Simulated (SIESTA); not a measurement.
# TiO2 under changes of volume

One of the cells (12.226 Å³/atom); the others are scaled copies at fixed shape and fractional positions:

```xyz
12
Lattice="6.1536 -1.8835 0.0000 6.1536 1.8835 0.0000 -1.9283 0.0000 6.3290" Properties=species:S:1:pos:R:3 pbc="T T T"
Ti   10.5189    0.0000    1.8329
Ti    1.8562    0.0000    1.7959
Ti   -0.1400    0.0000    4.4961
Ti    8.5226    0.0000    4.5330
O     3.8886    0.0000    1.8569
O     1.9846    0.0000    4.1297
O     8.7534    0.0000    6.2992
O     8.3943    0.0000    2.1993
O    10.3741    0.0000    3.9874
O     1.6255    0.0000    0.0298
O     6.4903    0.0000    4.4721
O     0.0047    0.0000    2.3416
```

The cell comes from a database or a generator and needn't be the stable form of this composition.

```yaml
Program: SIESTA 5.4.2
Functional: PBE
Potentials_or_basis: PseudoDojo 0.4 standard (PBE files)
Basis: SZ (energy shift 0.05 Ry)
Grid_cutoff: 800 Ry
Energy_shift: 0.05 Ry
k_mesh: 6 × 6 × 3
Occupations: fermi-dirac, width 0.05 eV
Spin: no spin polarisation
```

```csv
volume (Å³/atom),energy over the lowest point (meV/atom),pressure (GPa),gap on the mesh (eV),largest force (eV/Å)
11.492,0.00,-46.8,2.74,1.120
11.737,?,?,?,?
11.981,153.30,-53.4,2.60,1.329
12.226,236.83,-56.0,2.53,1.427
12.470,324.16,-58.3,2.46,1.516
12.715,414.65,-60.2,2.40,1.603
12.959,507.86,-61.9,2.34,1.683
```

What does the run at 11.737 Å³/atom give?

Energy over the lowest point 74.14 meV/atom; pressure -50.3 GPa; gap on the mesh 2.67 eV; largest force 1.230 eV/Å.

Worked out: A Birch-Murnaghan fit of order 3 (a polynomial in V^(-2/3)) to the other rows has no minimum within the range. It gives 74.28 meV/atom at 11.737 Å³/atom, against the run's 74.14, and -dE/dV = -50.3 GPa, against -50.3. A straight line through the other rows of the gap, of slope -3.35 eV per unit of ln V (its deformation potential), gives 2.67 eV, against the run's 2.67.

Energies are extrapolated to zero smearing.

Caveats: the basis has no polarisation orbitals; the cell as given lies far from equilibrium; an odd mesh through Γ misses points on the zone boundary, where band edges often lie; the basis of atomic orbitals isn't converged, which shifts pressures, moduli and gaps; forces of over 1 eV/Å show positions far from the minimum, so gaps and moduli don't describe the material at rest.
